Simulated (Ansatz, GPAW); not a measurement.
Given: the input of a run of GPAW 26.7.0 (ASE script) on CoO. 

Contents of run.py:

```python
from ase import Atoms
from ase.dft.bandgap import bandgap
from ase.io import write
from ase.units import GPa
from gpaw import GPAW, PW

atoms = Atoms(['Co', 'O'],
              cell=[[0.0, 2.1315, 2.1315],
                    [2.1315, 0.0, 2.1315],
                    [2.1315, 2.1315, 0.0]],
              scaled_positions=[[0.0, 0.0, 0.0],
                                [0.5, 0.5, 0.5]],
              pbc=True)
atoms.set_initial_magnetic_moments([2.0, 0.0])

calc = GPAW(mode=PW(800),
            xc='PBE',
            kpts={'size': (11, 11, 11), 'gamma': True},
            occupations={'name': 'methfessel-paxton', 'order': 0, 'width': 0.020999999999999998},
            nbands=17,
            convergence={'density': 1e-05, 'energy': 1e-05},
            maxiter=150,
            txt='gpaw.txt')
atoms.calc = calc
energy = atoms.get_potential_energy()
forces = atoms.get_forces()
stress = atoms.get_stress()
calc.write('gs.gpw')
write('result.traj', atoms)
print(f'Energy: {energy:.6f} eV')
print('Forces (eV/A):')
print(forces.round(4))
print('Stress (GPa):', (stress / GPa).round(3))
print('Moments:', calc.get_magnetic_moments().round(3))
print('Fermi level:', round(calc.get_fermi_level(), 4), 'eV')
print(f'Gap: {bandgap(calc)[0]:.4f} eV, direct: {bandgap(calc, direct=True)[0]:.4f} eV')
```

Potentials or basis: GPAW PAW data sets (gpaw-data 1.2.1), pw.

Run with:

```bash
$ OMP_NUM_THREADS=1 python run.py
```

Question: Translate it to Ansatz 0.2.0. Potentials or basis there: all-electron LAPW, scalar-relativistic.

Answer: As run (cutoffs and basis follow the program's own potentials, and thresholds, step limits or extra output files can differ):

Contents of input.yaml:

```yaml
crystal:
  lattice:
    - [0.0, 2.1315, 2.1315]
    - [2.1315, 0.0, 2.1315]
    - [2.1315, 2.1315, 0.0]
  atoms:
    - { symbol: Co, position: [0.0, 0.0, 0.0], spin: 2.0 }
    - { symbol: O, position: [0.5, 0.5, 0.5] }
kpoints:
  mp_grid: { grid: [11, 11, 11] }
scf:
  occupations: { method: gaussian, width: 0.021 }
hamiltonian:
  xc: pbe
  pseudopotentials: { kind: all_electron, lapw: { basis_error: 0.001 } }
magnetization:
  spin_polarized: true
output:
  forces: true
  stress: true
  eigenvalues: true
```

Potentials or basis: all-electron LAPW, scalar-relativistic.

Run with:

```sh
$ ansatz run input.yaml --threads 2 --pin off --max-ram 6144MiB --backend cpu --events-out ev --progress --plain --runs-dir out
```

Both were run:

|  | GPAW | Ansatz |
| --- | --- | --- |
| Pressure | -1.1 GPa | -1.7 GPa |
| Net moment | 2.99 μB per cell | 2.98 μB per cell |

Where Ansatz's input types no cutoff or centring, it takes its own default and a Γ-centred mesh.

The magnetic state is the one that the start led to; the real crystal's order can differ.

Pressure is positive in compression.
